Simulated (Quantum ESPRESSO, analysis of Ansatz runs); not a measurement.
# Migration in In2O3 (R-3c): V_O hop (3.0 Å), charge 0 (Quantum ESPRESSO), part 3 of 3

Wanted: path and barrier of a jump of O in In2O3 (R-3c) at charge 0. The case: V_O hop (3.0 Å), in a cell of 80 host atoms with 1 O taken out.

Quantum ESPRESSO 7.5; Quantum ESPRESSO plane-wave DFT, PBEsol, GBRV 1.5 PBEsol potentials; nudged elastic band between two relaxed defect structures.

So far: The structure; Relaxation of the start point, charge 0; Relaxation of the end point, charge 0.

### 4. Nudged elastic band, charge 0

3 movable images are laid between the ends by interpolation. Each image feels the true force across the path and a spring force along it. The highest image is set to climb to the top of the path.

This step: Quantum ESPRESSO plane-wave DFT, PBEsol, GBRV 1.5 PBEsol potentials; nudged elastic band between two relaxed defect structures.

Contents of neb.in:

```
BEGIN
BEGIN_PATH_INPUT
&PATH
  restart_mode = 'from_scratch'
  string_method = 'neb'
  nstep_path = 45
  ds = 1.5
  opt_scheme = 'broyden'
  num_of_images = 5
  k_max = 0.3
  k_min = 0.2
  CI_scheme = 'auto'
  path_thr = 0.06
/
END_PATH_INPUT
BEGIN_ENGINE_INPUT
&CONTROL
  prefix = 'pwscf'
  outdir = './tmp'
  pseudo_dir = './pseudo'
  disk_io = 'low'
/
&SYSTEM
  ibrav = 0
  nat = 79
  ntyp = 2
  ecutwfc = 36
  ecutrho = 288
  nbnd = 353
  occupations = 'fixed'
  nosym = .true.
/
&ELECTRONS
  conv_thr = 8d-08
  electron_maxstep = 100
  mixing_beta = 0.5
/
ATOMIC_SPECIES
In   114.8180 in_pbesol_v1.4.uspp.F.UPF
O     15.9990 o_pbesol_v1.2.uspp.F.UPF
CELL_PARAMETERS angstrom
   5.4978745703    3.1741994431    9.6511633505
  -5.4978745703    3.1741994431    9.6511633505
   0.0000000000   -6.3483986861    9.6511633503
BEGIN_POSITIONS
FIRST_IMAGE
ATOMIC_POSITIONS crystal
In     0.3194626902    0.3212974225    0.3259879371
In     0.4289216741    0.4302206808    0.4284698541
In     0.1788283191    0.1790696749    0.1797590698
In     0.0689182512    0.0715404344    0.0723670658
O      0.0226822368    0.3755544263    0.2265019687
O      0.3783549221    0.2322254374    0.0124823589
O      0.2267250922    0.0235465231    0.3749407435
O      0.4748652256    0.1297654566    0.2688574988
O      0.2666037793    0.4767272245    0.1324352138
O      0.1235888072    0.2729671293    0.4784624609
In     0.3079954671    0.3180175124    0.8277950385
In     0.4215567502    0.4327943042    0.9414188610
In     0.1770346288    0.1787274262    0.6805777515
In     0.0711638777    0.0709121619    0.5720290999
O      0.0218844133    0.3760974815    0.7269158043
O      0.3736127187    0.2278642540    0.5256173939
O      0.2271243260    0.0246996220    0.8755666712
O      0.4781340846    0.1302263593    0.7724527820
O      0.2794326215    0.4754845230    0.6265381406
O      0.1169900048    0.2741224621    0.9827758419
In     0.3204178962    0.8225922001    0.3197588426
In     0.4265630957    0.9349113502    0.4256370425
In     0.1770968919    0.6793859992    0.1803508131
In     0.0695730068    0.5719614198    0.0705143047
O      0.0224160383    0.8754876720    0.2269106910
O      0.3738769827    0.7260942535    0.0221618745
O      0.2267935443    0.5238677041    0.3764422329
O      0.4757898228    0.6263588387    0.2727081162
O      0.2735066986    0.9801288369    0.1230836269
O      0.1257569437    0.7719946698    0.4776586637
In     0.3208314154    0.8216174994    0.8206025933
In     0.4285973429    0.9293357479    0.9285233703
In     0.1804375534    0.6795546929    0.6780587188
In     0.0713899178    0.5713678892    0.5719605229
O      0.0228028319    0.8744619977    0.7269273978
O      0.3761928502    0.7270939312    0.5222073671
O      0.2369116668    0.5185867811    0.8710066939
O      0.4769671330    0.6204944495    0.7713241876
O      0.2732693902    0.9773018614    0.6248587321
O      0.1263193588    0.7707287765    0.9758538654
In     0.8213877245    0.3217335402    0.3198306083
In     0.9296741594    0.4291961725    0.4279653158
In     0.6774758884    0.1795931551    0.1779918433
In     0.5713846191    0.0714062356    0.0689349030
O      0.5224802793    0.3747891480    0.2275853273
O      0.8729561654    0.2271096475    0.0226463649
O      0.7266624760    0.0249969502    0.3741083932
O      0.9767002608    0.1241891161    0.2749977368
O      0.7708745628    0.4779818951    0.1257814325
O      0.6237603990    0.2756104839    0.4814605777
In     0.8210292127    0.3208157169    0.8203297254
In     0.9235322346    0.4296467346    0.9299374364
In     0.6877875019    0.1647884803    0.6748147971
In     0.5695722967    0.0706986931    0.5695083930
O      0.8736346212    0.2272244561    0.5240471592
O      0.7271683986    0.0237914648    0.8732302037
O      0.9767067736    0.1245012306    0.7736283270
O      0.7681068502    0.4754988409    0.6255360819
O      0.6230023268    0.2754272329    0.9697598420
In     0.8209715305    0.8232631121    0.3196561918
In     0.9298453317    0.9275956944    0.4283901820
In     0.6773618715    0.6799722731    0.1782033942
In     0.5688504138    0.5721513112    0.0723388258
O      0.5226367713    0.8763276188    0.2265945481
O      0.8744684849    0.7274025086    0.0227746278
O      0.7253903185    0.5238799434    0.3757288874
O      0.9744141369    0.6266868004    0.2728711796
O      0.7716348465    0.9788388743    0.1238019177
O      0.6224755448    0.7801975375    0.4774773181
In     0.8235729001    0.8161258750    0.8229264283
In     0.9296372432    0.9283442586    0.9290611449
In     0.6799109399    0.6801776468    0.6799064380
In     0.5746130396    0.5861635349    0.5615878472
O      0.5212203595    0.8754635325    0.7281230358
O      0.8752894648    0.7259443761    0.5228026363
O      0.7238336108    0.5229405546    0.8758458336
O      0.9803916427    0.6212985121    0.7745472367
O      0.7720563096    0.9708736704    0.6267803817
O      0.6244131346    0.7737979291    0.9760744607
INTERMEDIATE_IMAGE
ATOMIC_POSITIONS crystal
In     0.3198572956    0.3211099891    0.3250686868
In     0.4290726588    0.4297524275    0.4284029735
[... 77 atom lines left out ...]
INTERMEDIATE_IMAGE
ATOMIC_POSITIONS crystal
In     0.3202243979    0.3209484452    0.3242063573
In     0.4292125894    0.4293251765    0.4283394908
[... 77 atom lines left out ...]
INTERMEDIATE_IMAGE
ATOMIC_POSITIONS crystal
In     0.3206050912    0.3207987579    0.3232990195
In     0.4293534363    0.4288995693    0.4282794634
[... 77 atom lines left out ...]
LAST_IMAGE
ATOMIC_POSITIONS crystal
In     0.3210170275    0.3206312309    0.3223143126
In     0.4295119190    0.4284329450    0.4282378854
[... 3 atom lines left out ...]
O      0.3759997511    0.2206839723    0.0231729549
[... 4 atom lines left out ...]
In     0.3186422112    0.3205103911    0.8207195507
In     0.4241421868    0.4145635797    0.9388601645
[... 20 atom lines left out ...]
In     0.1774325826    0.6799137534    0.6801764242
[... 2 atom lines left out ...]
O      0.3756200226    0.7253284818    0.5307296855
O      0.2306980825    0.5252796520    0.8749198662
O      0.5214658711    0.3799104938    0.7293440970
[... 19 atom lines left out ...]
O      0.7616483061    0.4819381217    0.6295910098
O      0.6225071740    0.2732936025    0.9783524243
[... 9 atom lines left out ...]
O      0.6203659558    0.7682728962    0.4879960746
[... 2 atom lines left out ...]
In     0.6907061257    0.6823802613    0.6729049068
In     0.5768137120    0.5678122158    0.5592430446
[... 5 atom lines left out ...]
O      0.6249119696    0.7724980939    0.9750947277
END_POSITIONS
K_POINTS gamma
END_ENGINE_INPUT
END
```

Launch:

```sh
OMP_NUM_THREADS=1 mpirun -n 4 neb.x -ni 2 -inp neb.in > neb.out
```

Log:

```text
[shortened: banners, details of potentials and solvers, and blank lines are left out]
[banner, memory and clock lines left out]
     path-images division:  nimage    =       2
     initial path length           =  5.4227 bohr
     initial inter-image distance  =  1.3557 bohr
     string_method                 =    neb
     restart_mode                  =    from_scratch
     opt_scheme                    =    broyden
     num_of_images                 =    5
     nstep_path                    =    45
     CI_scheme                     =    auto
     first_last_opt                =    F
     use_freezing                  =    F
     ds                            =    1.5000 a.u.
     k_max                         =    0.3000 a.u.
     k_min                         =    0.2000 a.u.
     path_thr                      =    0.0600 eV / A
     ------------------------------ iteration   1 ------------------------------
     activation energy (->) =   2.896371 eV
     activation energy (<-) =   2.896279 eV
     image        energy (eV)        error (eV/A)        frozen
         1     -78628.4054996            0.017950            T
         2     -78626.8905942            3.328511            F
         3     -78625.5091281            4.472795            F
         4     -78626.8960590            3.308753            F
         5     -78628.4054073            0.018651            T
     climbing image =  3
     path length          =  5.423 bohr
     inter-image distance =  1.356 bohr
     ------------------------------ iteration   2 ------------------------------
     activation energy (->) =   2.248642 eV
     activation energy (<-) =   2.248549 eV
     image        energy (eV)        error (eV/A)        frozen
         1     -78628.4054996            0.017950            T
         2     -78627.1043092            0.975708            F
         3     -78626.1568579            1.062138            F
         4     -78627.1095855            0.964845            F
         5     -78628.4054073            0.018651            T
     climbing image =  3
     path length          =  5.522 bohr
[...]
------------------------------ iteration   3 ------------------------------
     activation energy (->) =   2.035321 eV
     activation energy (<-) =   2.035229 eV
     image        energy (eV)        error (eV/A)        frozen
         1     -78628.4054996            0.017950            T
         2     -78627.1797608            0.607369            F
         3     -78626.3701783            0.789419            F
         4     -78627.1845567            0.590725            F
         5     -78628.4054073            0.018651            T
     climbing image =  3
     path length          =  5.565 bohr
[...]
------------------------------ iteration   4 ------------------------------
     activation energy (->) =   1.866622 eV
     activation energy (<-) =   1.866530 eV
     image        energy (eV)        error (eV/A)        frozen
         1     -78628.4054996            0.017950            T
         2     -78627.2537757            0.496598            F
         3     -78626.5388773            0.314906            F
         4     -78627.2578037            0.480492            F
         5     -78628.4054073            0.018651            T
     climbing image =  3
     path length          =  5.707 bohr
[...]
------------------------------ iteration   5 ------------------------------
     activation energy (->) =   1.825236 eV
     activation energy (<-) =   1.825144 eV
     image        energy (eV)        error (eV/A)        frozen
         1     -78628.4054996            0.017950            T
         2     -78627.3036652            0.232913            F
         3     -78626.5802631            0.235446            F
         4     -78627.3069563            0.233412            F
         5     -78628.4054073            0.018651            T
     climbing image =  3
     path length          =  5.768 bohr
[...]
------------------------------ iteration   6 ------------------------------
     activation energy (->) =   1.800756 eV
     activation energy (<-) =   1.800664 eV
     image        energy (eV)        error (eV/A)        frozen
         1     -78628.4054996            0.017950            T
         2     -78627.3370256            0.190286            F
         3     -78626.6047432            0.192764            F
         4     -78627.3398766            0.190509            F
         5     -78628.4054073            0.018651            T
     climbing image =  3
     path length          =  5.800 bohr
[...]
------------------------------ iteration   7 ------------------------------
     activation energy (->) =   1.778592 eV
     activation energy (<-) =   1.778500 eV
     image        energy (eV)        error (eV/A)        frozen
         1     -78628.4054996            0.017950            T
         2     -78627.3828457            0.183175            F
         3     -78626.6269076            0.187808            F
         4     -78627.3840356            0.180866            F
         5     -78628.4054073            0.018651            T
     climbing image =  3
     path length          =  6.097 bohr
[...]
------------------------------ iteration   8 ------------------------------
     activation energy (->) =   1.761858 eV
     activation energy (<-) =   1.761766 eV
     image        energy (eV)        error (eV/A)        frozen
         1     -78628.4054996            0.017950            T
         2     -78627.3848628            0.076025            F
         3     -78626.6436417            0.078217            F
         4     -78627.3870044            0.075928            F
         5     -78628.4054073            0.018651            T
     climbing image =  3
     path length          =  5.964 bohr
[...]
------------------------------ iteration   9 ------------------------------
     activation energy (->) =   1.758986 eV
     activation energy (<-) =   1.758894 eV
     image        energy (eV)        error (eV/A)        frozen
         1     -78628.4054996            0.017950            T
         2     -78627.3857484            0.069703            F
         3     -78626.6465135            0.064535            F
         4     -78627.3879857            0.070783            F
         5     -78628.4054073            0.018651            T
     climbing image =  3
     path length          =  5.960 bohr
[...]
------------------------------ iteration  10 ------------------------------
     activation energy (->) =   1.748167 eV
     activation energy (<-) =   1.748075 eV
     image        energy (eV)        error (eV/A)        frozen
         1     -78628.4054996            0.017950            T
         2     -78627.3952517            0.048016            F
         3     -78626.6573325            0.176347            F
         4     -78627.3976312            0.058653            F
         5     -78628.4054073            0.018651            T
     climbing image =  3
     path length          =  6.001 bohr
[...]
------------------------------ iteration  11 ------------------------------
     activation energy (->) =   1.744546 eV
     activation energy (<-) =   1.744454 eV
     image        energy (eV)        error (eV/A)        frozen
         1     -78628.4054996            0.017950            T
         2     -78627.4005365            0.061961            F
         3     -78626.6609534            0.117083            F
         4     -78627.4031394            0.060449            F
         5     -78628.4054073            0.018651            T
     climbing image =  3
     path length          =  6.023 bohr
[...]
------------------------------ iteration  12 ------------------------------
     activation energy (->) =   1.742980 eV
     activation energy (<-) =   1.742887 eV
     image        energy (eV)        error (eV/A)        frozen
         1     -78628.4054996            0.017950            T
         2     -78627.4044777            0.050518            F
         3     -78626.6625199            0.080653            F
         4     -78627.4070907            0.049982            F
         5     -78628.4054073            0.018651            T
     climbing image =  3
     path length          =  6.030 bohr
[...]
------------------------------ iteration  13 ------------------------------
     activation energy (->) =   1.741351 eV
     activation energy (<-) =   1.741259 eV
     image        energy (eV)        error (eV/A)        frozen
         1     -78628.4054996            0.017950            T
         2     -78627.4077663            0.044743            F
         3     -78626.6641484            0.044194            F
         4     -78627.4104197            0.045109            F
         5     -78628.4054073            0.018651            T
     climbing image =  3
     path length          =  6.042 bohr
     inter-image distance =  1.510 bohr
     neb: convergence achieved in  13 iterations
```

Wall time 67 min (4 MPI ranks of Arm Neoverse V2, shared host); peak memory 3.3 GiB; 4.5 h of CPU time.

Images along the path:

```csv
image,path (Å),energy (eV),"O38: x, y, z (Å)"
0,0.000,0.0000,"-0.789, -1.413, 18.036"
1,0.877,0.9977,"-0.416, -1.500, 17.430"
2,1.596,1.7414,"-0.006, -1.590, 16.888"
3,2.318,0.9951,"0.406, -1.681, 16.345"
4,3.197,0.0001,"0.778, -1.769, 15.738"
```

Numbers from this step:

- barrier forward: 1.741 eV
- barrier backward: 1.741 eV
- end less start: 9.22e-5 eV
- hop length: 2.804 Å

The band met its tolerance of 0.06 eV/Å after 13 iterations, with image 2 on top (the start counts as 0). O38, which moves farthest between the ends, has 4 In at 2.11 to 2.31 Å nearest at the start and 2 In at 1.94 Å at the top.

### 5. Results

| Item | Value |
| --- | --- |
| barrier forward | 1.74 eV |
| barrier backward | 1.74 eV |
| end less start | 0.00 eV |
| hop length | 2.80 Å |
| band iterations, as the log counts them | 13 |

What this shows: The top of the band lies 1.74 eV above the start and 1.74 eV above the end, which are alike in energy and neighbours. With an assumed prefactor of 1e13 per second it gives one hop a second along this one path at about 680 K; whether such hops link up through the crystal wasn't checked. At the top O38 stands 1.94 Å from its nearest In, 0.17 Å closer than at the start. The order of the top as a saddle was not checked for all atoms, so a bent path could be lower. What this leaves open: sampling at the zone centre alone can move energies of charged and open-shell states by tenths of an eV or more in cells of this size; spin–orbit coupling, which can matter with heavy atoms, is left out. The cutoff of 36 Ry is under the 40 Ry advised for these potentials.

[Logs are printed without paths, hosts, clocks, repeated set-up lines and the standing remarks that a program may print on its own settings, such as how far it seeks lower states.]

[Hosts, paths, dates, database ids (printed as entryN), source tags and the programs' standing remarks are cut or masked in the printed files.]
